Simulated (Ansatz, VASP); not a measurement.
# RbBr: VASP beside Ansatz

POSCAR

```
RbBr
1.0
    4.2051412383      0.0000000000      0.0000000000
    0.0000000000      4.2051412383      0.0000000000
    0.0000000000      0.0000000000      4.2051412383
Rb Br
1 1
Direct
    0.0000000000      0.0000000000      0.0000000000
    0.5000000000      0.5000000000      0.5000000000
```

INCAR.step1

```
PREC     = Accurate       # precision mode
ENCUT    = 520            # plane-wave cutoff, eV
ISMEAR   = 0              # smearing method
SIGMA    = 0.01           # smearing width, eV
LREAL    = False          # projectors in reciprocal space
LASPH    = True           # aspherical terms in the spheres
NELM     = 60             # most SCF steps
NBANDS   = 15             # bands
GGA      = PE             # functional
ALGO     = Normal         # electronic algorithm
EDIFF    = 1E-4           # SCF threshold, eV
LWAVE    = True           # write WAVECAR
LCHARG   = False          # write CHGCAR
```

File INCAR.step2:

```
PREC     = Accurate       # precision mode
ENCUT    = 520            # plane-wave cutoff, eV
EDIFF    = 1E-6           # SCF threshold, eV
ISMEAR   = 0              # smearing method
SIGMA    = 0.01           # smearing width, eV
LREAL    = False          # projectors in reciprocal space
LASPH    = True           # aspherical terms in the spheres
NELM     = 60             # most SCF steps
ALGO     = Normal         # electronic algorithm
ISIF     = 2              # what is computed and relaxed
LWAVE    = False          # write WAVECAR
LCHARG   = False          # write CHGCAR
METAGGA  = R2SCAN         # meta-GGA
LMIXTAU  = True         
NBANDS   = 15             # bands
ISTART   = 1
```

The input KPOINTS:

```
Automatic mesh
0
Gamma
  6 6 6
```

Input for Ansatz:

```yaml
crystal:
  lattice:
    - [4.2051412383, 0.0, 0.0]
    - [0.0, 4.2051412383, 0.0]
    - [0.0, 0.0, 4.2051412383]
  atoms:
    - { symbol: Rb, position: [0.0, 0.0, 0.0] }
    - { symbol: Br, position: [0.5, 0.5, 0.5] }
kpoints:
  mp_grid: { grid: [6, 6, 6] }
hamiltonian:
  xc: r2scan
scf:
  occupations: { method: fixed }
  n_extra_bands: 4
output:
  forces: true
  stress: true
  eigenvalues: true
```

Alike in both runs: task single point; functional r2SCAN; k mesh 6 × 6 × 6; no spin polarisation.

```csv
,VASP,Ansatz
version,VASP 6.6.1,Ansatz 0.2.0
potentials or method,"VASP PAW PBE potentials, release 64 (Rb_sv, Br)","plane waves, PAW"
plane-wave cutoff (eV),520,500
occupations,"gaussian, width 0.01 eV",fixed
valence electrons in the cell,16,16
```

Ansatz gave:

- gap on the k mesh at the Fermi level (eV): 4.62
- pressure (GPa): -0.8

Problem. Which values does VASP return?

Solution. gap on the k mesh at the Fermi level (eV): 4.63; pressure (GPa): -0.8.

Caveats: the PAW data sets were made with another functional, which shifts forces and pressure a little (VASP). A k mesh can miss the band edges. r2SCAN opens gaps a little over a GGA but as a rule still falls short of measured ones.
